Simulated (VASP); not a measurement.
Here is the system:

```
CELL_PARAMETERS angstrom
      1.34756    -2.33403     0.00000
      1.34756     2.33403     0.00000
      0.00000     0.00000     4.37509
ATOMIC_POSITIONS crystal
  Be 0.66667 0.33333 0.50006
  Be 0.33333 0.66667 0.00006
  O  0.66667 0.33333 0.87794
  O  0.33333 0.66667 0.37794
```

Method: PBEsol GGA, VASP's PBE PAW potentials (set 64) (plane waves; VASP). Settings: 520 eV cut-off, 9×9×5 Γ-centred mesh, Gaussian smearing of 0.010 eV, potentials Be O.

Problem. Give the electronic dielectric tensor ε∞ (DFPT, local fields included).

Solution. 
```
3.10  0.00  0.00
0.00  3.10  0.00
0.00  0.00  3.17
```

Problem. Give the Born effective charges.

Solution. 
```tsv
atom	Z*xx	Z*yy	Z*zz	mean
Be1	1.79	1.79	1.85	1.81
Be2	1.79	1.79	1.85	1.81
O3	-1.79	-1.79	-1.85	-1.81
O4	-1.79	-1.79	-1.85	-1.81
```

Problem. And the static tensor with the ions free?

Solution. 
```
6.81  0.00  0.00
0.00  6.81  0.00
0.00  0.00  7.62
```

Problem. Which frequencies do the optical Γ-point modes have (no LO-TO splitting)?

Solution. 323 (×2), 689, 695 (×2), 705, 731 (×2), 872 cm⁻¹.

The piezoelectric tensor e of the same run, ions relaxed (C/m²):

```csv
,xx,yy,zz,yz,xz,xy
x,0.00,0.00,0.00,0.00,-0.08,0.00
y,0.00,0.00,0.00,-0.07,0.00,0.00
z,-0.24,-0.24,0.42,0.00,0.00,0.00
```

The compound is BeO in the wurtzite structure. It was relaxed first.
